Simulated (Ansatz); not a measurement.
MgO, space group P6_3mc, a calculation of the dielectric tensor and Born charges

Computed with Ansatz 0.2.0, Python API.

`mgo.cif`
```cif
data_MgO
_cell_length_a 3.250594
_cell_length_b 3.250594
_cell_length_c 10.386338
_cell_angle_alpha 90.00000
_cell_angle_beta 90.00000
_cell_angle_gamma 120.00000
_symmetry_space_group_name_H-M 'P 1'
_symmetry_Int_Tables_number 1
loop_
_symmetry_equiv_pos_as_xyz
'x, y, z'
loop_
_atom_site_label
_atom_site_type_symbol
_atom_site_fract_x
_atom_site_fract_y
_atom_site_fract_z
Mg1 Mg    0.333333    0.666667    0.969662
Mg2 Mg    0.000000    0.000000    0.221002
Mg3 Mg    0.000000    0.000000    0.721002
Mg4 Mg    0.666667    0.333333    0.469662
O5 O    0.333333    0.666667    0.779840
O6 O    0.000000    0.000000    0.529493
O7 O    0.000000    0.000000    0.029493
O8 O    0.666667    0.333333    0.279840
```

Run as a notebook:

**Cell 1**
```python
import ansatz as az
from ase.io import read
import numpy as np

config = {
    "functional": "PBEsol",
    "mesh": (6, 6, 2),
    "smearing": "fixed",
}
```

**Cell 2**
```python
atoms = read("mgo.cif")
system = az.Crystal.from_ase(atoms)

# an insulator: whole occupations
job = (
    system.calculation()
    .functional(config["functional"])
    .kpoints(*config["mesh"])
    .occupations(config["smearing"])  # no smearing
    .dielectric()
)
outcome = job.run()
response = outcome.dielectric
eps = np.asarray(response.eps_inf)
```
Output:
```text
DeckWarning: the atoms were moved onto the symmetric positions of the space group found under crystal.symmetry.tolerance 1.0e-5 (fractional; no operation is sought that the atoms, as they stand in a [...]
DeckWarning: basis.ecutwfc = 420 eV, auto-derived from the records' recommended cutoffs: set by Mg (normal level)
```

**Cell 3**
```python
print("eps_inf")
print(np.round(eps, 3) + 0.0)
for index, (site, z) in enumerate(zip(outcome.lattice.sites, response.zstar_e)):
    print("Born charge tensor of", site.symbol, index)
    print(np.round(z, 3) + 0.0)
print(f"charge neutrality missed by {response.zstar_sum_residual_pre_e:.4f} e before the sum rule")
```
Output:
```text
eps_inf
[[3.07  0.    0.   ]
 [0.    3.07  0.   ]
 [0.    0.    3.111]]
Born charge tensor of Mg 0
[[1.825 0.    0.   ]
 [0.    1.825 0.   ]
 [0.    0.    1.803]]
Born charge tensor of Mg 1
[[1.801 0.    0.   ]
 [0.    1.801 0.   ]
 [0.    0.    1.894]]
Born charge tensor of Mg 2
[[1.801 0.    0.   ]
 [0.    1.801 0.   ]
 [0.    0.    1.894]]
Born charge tensor of Mg 3
[[1.825 0.    0.   ]
 [0.    1.825 0.   ]
 [0.    0.    1.803]]
Born charge tensor of O 4
[[-1.823  0.     0.   ]
 [ 0.    -1.823  0.   ]
 [ 0.     0.    -1.831]]
Born charge tensor of O 5
[[-1.802  0.     0.   ]
 [ 0.    -1.802  0.   ]
 [ 0.     0.    -1.867]]
Born charge tensor of O 6
[[-1.802  0.     0.   ]
 [ 0.    -1.802  0.   ]
 [ 0.     0.    -1.867]]
Born charge tensor of O 7
[[-1.823  0.     0.   ]
 [ 0.    -1.823  0.   ]
 [ 0.     0.    -1.831]]
charge neutrality missed by 0.0146 e before the sum rule
```

What to keep in mind:
- The Fermi level of a run with fixed occupations marks the highest occupied state on its mesh, not mid-gap.
- Averages over directions belong to no single polarisation, least of all in layered crystals.
- This cell is a computed structure, which may not be the phase found in nature.
- Warnings are shown shortened and without file and line.
- This is the electronic (clamped-ion) response; a semilocal gap that is too small tends to raise it. The typed mesh is that of the SCF; the response is solved on denser meshes that the run picks.
- Run time: 110 s on 1 thread of Arm Neoverse V2, on a shared host, peak memory 0.85 GiB.
